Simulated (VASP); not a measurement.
# NaCl: relaxation of cell and atoms with r2SCAN

Crystal: NaCl.

```xyz
2
Lattice="0.0000 2.8100 2.8100 2.8100 0.0000 2.8100 2.8100 2.8100 0.0000" Properties=species:S:1:pos:R:3 pbc="T T T"
Na    0.0000    0.0000    0.0000
Cl    2.8100    2.8100    2.8100
```

| Quantity | Value |
| --- | --- |
| Program | VASP 6.6.1 |
| Task | relaxation of cell and atoms |
| Functional | r2SCAN |
| Potentials or basis | VASP PAW PBE potentials, release 64 (Na_pv, Cl) |
| Cutoff | 600 eV |
| k mesh | 8 × 8 × 8 |
| Occupations | gaussian, width 0.02 eV |
| Spin | no spin polarisation |
| Further INCAR settings | ALGO = Normal; EDIFF = 1e-07; IBRION = 2; EDIFFG = -0.004; NSW = 80; ISIF = 3 |

```yaml
Relaxed_volume: 21.88 Å³/atom
Relaxed_cell: a = 3.956 Å, b = 3.956 Å, c = 3.956 Å, α = 60.00°, β = 60.00°, γ = 60.00°
Space_group_after_relaxing_to_0.05_Å: Fm-3m (No. 225)
Energy_gained_by_relaxing: 0.5 meV/atom
Ionic_steps: 5
Pressure_after_relaxing: 0.0 GPa
Band_gap_on_the_k_mesh: 6.02 eV, direct
```

Step by step:
| step | energy change (eV) | largest force (eV/Å) | pressure (GPa) | volume (Å³) |
| --- | --- | --- | --- | --- |
| 1 | 0.0000 | 0.0000 | -0.39 | 44.38 |
| 2 | -0.0007 | 0.0000 | -0.17 | 44.03 |
| 3 | -0.0008 | 0.0000 | -0.11 | 43.92 |
| 4 | -0.0009 | 0.0000 | 0.03 | 43.72 |
| 5 | -0.0009 | 0.0000 | 0.00 | 43.76 |

Final structure:
```
Na Cl
1.0
     0.00000    2.79697    2.79697
     2.79697    0.00000    2.79697
     2.79697    2.79697    0.00000
Na Cl
1 1
Direct
  0.00000 0.00000 0.00000
  0.50000 0.50000 0.50000
```

Levels at points of the mesh, in eV from the valence-band top:
| k point | band 4 | band 5 | band 6 | band 7 | band 8 | band 9 | band 10 | band 11 |
| --- | --- | --- | --- | --- | --- | --- | --- | --- |
| (0.00, 0.00, 0.00) | -13.28 | 0.00 | 0.00 | 0.00 | 6.02 | 11.78 | 11.78 | 11.78 |
| (0.50, 0.00, 0.00) | -12.91 | -2.00 | -0.29 | -0.29 | 7.99 | 11.82 | 11.83 | 11.83 |
| (0.50, 0.50, 0.00) | -12.86 | -1.75 | -0.63 | -0.63 | 8.52 | 8.59 | 12.39 | 16.15 |

It took 2.4 min on 1 thread of Intel(R) Xeon(R) Platinum 8375C CPU @ 2.90GHz (Ice Lake) (shared host), peak memory 0.18 GiB.

Caveat: the PAW data sets were made with another functional, which shifts forces and pressure a little. A k mesh can miss the band edges.
